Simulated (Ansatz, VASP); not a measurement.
**V in VASP and in Ansatz**

Contents of POSCAR:

```
V
1.0
   -1.4834362237      1.4834362237      1.4834362237
    1.4834362237     -1.4834362237      1.4834362237
    1.4834362237      1.4834362237     -1.4834362237
V
1
Direct
    0.0000000000      0.0000000000      0.0000000000
```

The input INCAR.step1:

```
ALGO = Normal
EDIFF = 1E-4
ENCUT = 520
GGA = PE
ISMEAR = -1
ISPIN = 2
LASPH = True
LCHARG = False
LMAXMIX = 4
LREAL = False
LWAVE = True
MAGMOM = 2
NBANDS = 16
NELM = 150
PREC = Accurate
SIGMA = 0.05
```

Contents of INCAR.step2:

```
ALGO = Normal
EDIFF = 1E-7
ENCUT = 520
ISIF = 2
ISMEAR = -1
ISPIN = 2
ISTART = 1
LASPH = True
LCHARG = False
LMAXMIX = 4
LMIXTAU = True
LORBIT = 11
LREAL = False
LWAVE = False
MAGMOM = 2
METAGGA = R2SCAN
NBANDS = 16
NELM = 150
PREC = Accurate
SIGMA = 0.05
```

KPOINTS

```
k-points
0
Gamma
  12 12 12
```

input.yaml

```yaml
crystal:
  lattice:
    - [-1.4834362237, 1.4834362237, 1.4834362237]
    - [1.4834362237, -1.4834362237, 1.4834362237]
    - [1.4834362237, 1.4834362237, -1.4834362237]
  atoms:
    - { symbol: V, position: [0.0, 0.0, 0.0], spin: 2.0 }
hamiltonian:
  xc: r2scan
  pseudopotentials: { kind: paw }
magnetization:
  spin_polarized: true
kpoints:
  mp_grid: { grid: [12, 12, 12] }
scf:
  occupations: { method: fermi_dirac, width: 0.05 }
output:
  forces: true
  stress: true
  eigenvalues: true
  write_density: true
  write_potential: true
  elf: true
  volumetric_format: npy
```

Alike in both runs: task single point; functional r2SCAN; k mesh 12 × 12 × 12; occupations fermi-dirac, width 0.05 eV; collinear spin.

|  | VASP | Ansatz |
| --- | --- | --- |
| version | VASP 6.6.1 | Ansatz 0.2.0 |
| potentials or method | VASP PAW PBE potentials, release 64 (V_sv) | Ansatz PAW |
| plane-wave cutoff (eV) | 520 | 500 |
| valence electrons in the cell | 13 | 13 |

VASP gave:

- gap on the k mesh at the Fermi level (eV): none
- pressure (GPa): 3.9
- net moment per atom (μB): 0.00
- size of the moment on the site where the two differ most (μB): 0.00

Question: What did Ansatz give for the same quantities?

Answer: gap on the k mesh at the Fermi level (eV): none; pressure (GPa): 4.2; net moment per atom (μB): 0.41; size of the moment on the site where the two differ most (μB): 0.33.

The net moments differ so much that the two runs ended in different magnetic states, which moves the other rows too. Site moments also hang on the region over which each program counts them. A gap of «none» marks a metal or a gap that the smearing closes.

Caveats: the PAW data sets were made with another functional, which shifts forces and pressure a little (VASP); the magnetic or orbital state may not be the lowest (Ansatz); the PAW data sets come from PBE, with cores solved anew for the run's functional, which leaves a small shift of forces and pressure (Ansatz).
